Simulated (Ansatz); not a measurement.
The system is TiTe.

```xyz
2
Lattice="3.6311 0.0000 0.0000 0.0000 3.6311 0.0000 0.0000 0.0000 3.6311" Properties=species:S:1:pos:R:3 pbc="T T T"
Ti    0.0000    0.0000    0.0000
Te    1.8155    1.8155    1.8155
```

The cell comes from a database or a generator and needn't be the stable form of this composition.

- Program: Ansatz 0.2.0
- Task: relaxation of cell and atoms
- Functional: HF
- Potentials or basis: Ansatz PAW
- Cutoff: 420 eV (not typed: the program's choice for these potentials)
- k mesh: 4 × 4 × 4
- Occupations: fermi-dirac, width 0.05 eV
- Spin: no spin polarisation

At the start: volume 23.94 Å³/atom.

Where does the relaxation end?

It ends after 7 steps and the volume is 21.66 Å³/atom (-9.5 %); space group Pm-3m (No. 221, to 0.05 Å).

The path:
```tsv
step	energy change (eV)	largest force (eV/Å)	volume (Å³)
1	0.0000	0.0000	47.88
2	-0.0802	0.0000	41.21
3	-0.1071	0.0000	43.76
4	-0.1085	0.0000	43.37
5	-0.1042	0.0000	43.37
6	-0.1042	0.0000	43.32
7	-0.1042	0.0000	43.32
```

Final structure:
```
CELL_PARAMETERS angstrom
3.51209 0.00000 0.00000
0.00000 3.51209 0.00000
0.00000 0.00000 3.51209
ATOMIC_POSITIONS crystal
Ti 0.00000 0.00000 0.00000
Te 0.50000 0.50000 0.50000
```

Caveat: the k mesh is coarse (spacing up to 0.43 Å⁻¹), so the values aren't converged, least of all with exact exchange; the plane-wave basis is chosen anew once the cell has moved, so the energies of steps on either side of that aren't comparable; the PAW data sets come from PBE, with cores solved anew for the run's functional, which leaves a small shift of forces and pressure.
